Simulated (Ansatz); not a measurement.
Here is an Ansatz 0.2.0 calculation.

input.yaml

```yaml
crystal:
  lattice:
    - [2.9, 0.0, 0.0]
    - [-1.45, 2.511473671, 0.0]
    - [0.0, 0.0, 4.88]
  atoms:
    - { symbol: Au, position: [0.6666666667, 0.3333333333, 0.25] }
    - { symbol: Au, position: [0.3333333333, 0.6666666667, 0.75] }
hamiltonian:
  xc: pbe
  pseudopotentials: { kind: paw }
kpoints:
  mp_grid: { grid: [11, 11, 6] }
scf:
  occupations: { method: fermi_dirac, width: 0.05 }
output:
  forces: true
  stress: true
  eigenvalues: true
  write_density: true
  write_potential: true
  elf: true
  volumetric_format: npy
```

Potentials or basis: Ansatz PAW.

Launch:

```sh
$ ansatz run input.yaml --threads 2 --pin off --max-ram 5120MiB --backend cpu --events-out ev --progress --plain --runs-dir out
```

(1) Predict the pressure.

(2) Estimate the band gap on the k mesh.

## Answers

(1) 1.9 GPa.

(2) none (metal or under the smearing width).
